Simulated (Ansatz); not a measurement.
CdO (Monteponite) under changes of volume

One of the cells (12.970 Å³/atom); the others are scaled copies at fixed shape and fractional positions:

```
Cd O
1.0
     0.00000    2.34950    2.34950
     2.34950    0.00000    2.34950
     2.34950    2.34950    0.00000
Cd O
1 1
Direct
  0.00000 0.00000 0.00000
  0.50000 0.50000 0.50000
```

```yaml
Program: Ansatz 0.2.0
Functional: revPBE
Potentials_or_basis: Ansatz PAW
Cutoff: "420 eV (not typed: the program's choice for these potentials)"
k_mesh: 10 × 10 × 10
Occupations: fermi-dirac, width 0.05 eV
Spin: no spin polarisation
```

```tsv
volume (Å³/atom)	energy over the lowest point (meV/atom)	pressure (GPa)
12.191	96.11	20.6
12.451	?	?
12.710	42.59	12.7
12.970	24.74	9.4
13.229	12.07	6.4
13.488	3.94	3.7
13.748	0.00	1.3
```

What does the run at 12.451 Å³/atom give?

Energy over the lowest point 66.17 meV/atom; pressure 16.5 GPa.

Worked out: A Birch-Murnaghan fit of order 3 (a polynomial in V^(-2/3)) to the other rows has its minimum at 13.89 Å³/atom, just outside them, with B0 = V·E''(V) = 116 GPa and B' = 4.7. It gives 66.11 meV/atom at 12.451 Å³/atom, against the run's 66.17, and -dE/dV = 16.4 GPa, against 16.5.

Energies are extrapolated to zero smearing.

Caveats: the PAW data sets come from PBE, with cores solved anew for the run's functional, which leaves a small shift of forces and pressure.
